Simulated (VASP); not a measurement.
**A VASP 6.6.1 single-point calculation on SnO**

INCAR

```
IBRION = -1
LREAL = .FALSE.
GGA = CA
NBANDS = 17
ISMEAR = 1
EDIFF = 1E-7
NELM = 85
ISIF = 2
NSW = 0
LCHARG = .FALSE.
LASPH = .TRUE.
PREC = Accurate
LWAVE = .FALSE.
SIGMA = 0.4
ENCUT = 520
```

KPOINTS

```
KPOINTS created by Atomic Simulation Environment
0
Gamma
8 8 8
0 0 0
```

POSCAR

```
Sn O
 1.0000000000000000
     0.0000000000000000    2.7082147232636280    2.7082147232636280
     2.7082147232636280   -0.0000000000000000    2.7082147232636280
     2.7082147232636280    2.7082147232636280   -0.0000000000000000
 Sn  O
   1   1
Cartesian
 -0.0000000000000000 -0.0000000000000000 -0.0000000000000000
  1.3541073616318140  1.3541073616318140  1.3541073616318140
```

The recommended LDA PAW datasets give the neutral cell 20 valence electrons.

Command

```
mpirun -np 1 vasp_std
```

OSZICAR

```
N       E                     dE             d eps       ncg     rms          rms(c)
DAV:   1     0.149856123180E+03    0.14986E+03   -0.10556E+04  1018   0.165E+03
DAV:   2     0.120096370903E+01   -0.14866E+03   -0.14268E+03  1074   0.378E+02
DAV:   3    -0.135264938656E+02   -0.14727E+02   -0.14655E+02  1185   0.108E+02
DAV:   4    -0.138560175261E+02   -0.32952E+00   -0.32937E+00  1140   0.176E+01
DAV:   5    -0.138656619656E+02   -0.96444E-02   -0.96438E-02  1307   0.289E+00    0.844E+00
DAV:   6    -0.121305651730E+02    0.17351E+01   -0.13640E+01  1478   0.432E+01    0.541E+00
DAV:   7    -0.118219235456E+02    0.30864E+00   -0.26454E+00  1190   0.890E+00    0.137E+00
DAV:   8    -0.117838908072E+02    0.38033E-01   -0.17817E-01  1041   0.313E+00    0.379E-01
DAV:   9    -0.117820025222E+02    0.18883E-02   -0.10277E-02  1389   0.817E-01    0.137E-01
DAV:  10    -0.117821019688E+02   -0.99447E-04   -0.33587E-03  1495   0.440E-01    0.102E-01
DAV:  11    -0.117818792317E+02    0.22274E-03   -0.13237E-03  1512   0.235E-01    0.139E-02
DAV:  12    -0.117818792649E+02   -0.33270E-07   -0.68357E-05  1056   0.551E-02    0.407E-03
DAV:  13    -0.117818794079E+02   -0.14294E-06   -0.23010E-06  1102   0.116E-02    0.173E-03
DAV:  14    -0.117818793502E+02    0.57653E-07   -0.43220E-07   863   0.390E-03
   1 F= -.11781879E+02 E0= -.11782225E+02  d E =0.103589E-02
```

From OUTCAR

```
k-points           NKPTS =     29   k-points in BZ     NKDIM =     29   number of bands    NBANDS=     17

   NELECT =      20.0000    total number of electrons

   dimension x,y,z NGX =    28 NGY =   28 NGZ =   28
   dimension x,y,z NGXF=    56 NGYF=   56 NGZF=   56

  energy-cutoff  :      520.00
  volume of cell :       39.73
      direct lattice vectors                 reciprocal lattice vectors
     0.000000000  2.708214723  2.708214723    -0.184623470  0.184623470  0.184623470
     2.708214723  0.000000000  2.708214723     0.184623470 -0.184623470  0.184623470
     2.708214723  2.708214723  0.000000000     0.184623470  0.184623470 -0.184623470

 k-points in reciprocal lattice and weights: KPOINTS created by Atomic Simulation Env
   0.00000000  0.00000000  0.00000000       0.002
   0.12500000  0.00000000  0.00000000       0.016
   0.25000000  0.00000000  0.00000000       0.016
   0.37500000  0.00000000  0.00000000       0.016
   0.50000000  0.00000000  0.00000000       0.008
   0.12500000  0.12500000  0.00000000       0.012
   0.25000000  0.12500000  0.00000000       0.047
   0.37500000  0.12500000  0.00000000       0.047
   ...

 E-fermi :   5.7489

 k-point     1 :       0.0000    0.0000    0.0000
  band No.  band energies     occupation
      1     -15.8337      2.00000
      2     -15.8337      2.00000
      3     -15.8337      2.00000
      4     -15.7813      2.00000
      5     -15.7813      2.00000
      6     -12.8803      2.00000
      7      -0.5038      2.00000
      8       2.1133      2.00000
      9       2.1133      2.00000
     10       2.1133      2.00000
     11      10.1527     -0.00000
     12      10.1527     -0.00000
     13      10.1527     -0.00000
     14      14.7133      0.00000
     15      17.2019      0.00000
     16      17.2019      0.00000
     17      17.2019      0.00000

 k-point     2 :       0.1250    0.0000    0.0000
  band No.  band energies     occupation
      1     -15.8523      2.00000
      2     -15.8290      2.00000
      3     -15.8290      2.00000
      4     -15.7810      2.00000
      5     -15.7810      2.00000
      6     -12.7913      2.00000
      7      -0.8223      2.00000
      8       2.0442      2.00000
      9       2.0442      2.00000
     10       2.3994      2.00000
     11       9.3227     -0.00000
     12      10.2298     -0.00000
     13      10.2298     -0.00000
     14      15.4291      0.00000
     15      16.6180      0.00000
     16      16.6180      0.00000
     17      16.7308      0.00000

 k-point     3 :       0.2500    0.0000    0.0000
  band No.  band energies     occupation
      1     -15.8959      2.00000
      2     -15.8209      2.00000
      3     -15.8209      2.00000
      4     -15.7770      2.00000
      5     -15.7770      2.00000
      6     -12.5679      2.00000
      7      -1.4698      2.00000
      8       1.8857      2.00000
      9       1.8857      2.00000
     10       2.9162      2.00000
     11       8.1754     -0.00000
     12      10.3384     -0.00000
     13      10.3384     -0.00000
     14      14.8263      0.00000
     15      16.2480      0.00000
     16      16.2480      0.00000
     17      18.2476      0.00000

 ...

  Total       -0.8357541     -0.8357541     -0.8357541     -0.0000000      0.0000000     -0.0000000
  in kB      -33.7062022    -33.7062022    -33.7062022     -0.0000000      0.0000000     -0.0000000
  external PRESSURE =     -33.7062022 kB  Pullay stress =       0.0000000 kB

 POSITION                                       TOTAL-FORCE (eV/Angst)
 -----------------------------------------------------------------------------------
      0.00000      0.00000      0.00000        -0.000000     -0.000000     -0.000000
      1.35411      1.35411      1.35411         0.000000      0.000000      0.000000
 -----------------------------------------------------------------------------------
    total drift:                                0.000000      0.000000      0.000000

  FREE ENERGIE OF THE ION-ELECTRON SYSTEM (eV)
  ---------------------------------------------------
  free  energy   TOTEN  =       -11.7818793502 eV

  energy  without entropy=      -11.7829152426  energy(sigma->0) =      -11.78222465
```

It converged. Results: gap between bands v and c on the k mesh -0.20 eV (bands overlap: a metal); least direct gap on the k mesh 0.14 eV; pressure -3.4 GPa. Band v is the last that the valence electrons fill when counted band by band, and c is the next.

One setting is odd (smearing far too wide), but here it hardly changes the result.

On sound settings LDA gives a gap of -0.20 eV on its mesh and a pressure of -3.1 GPa for the intended cell. This run's energy (σ→0) differs from it by 0 meV an atom.

The run took about 7.7 s on one core of a shared host (Intel Xeon 6975P-C) and held 0.15 GiB at most.
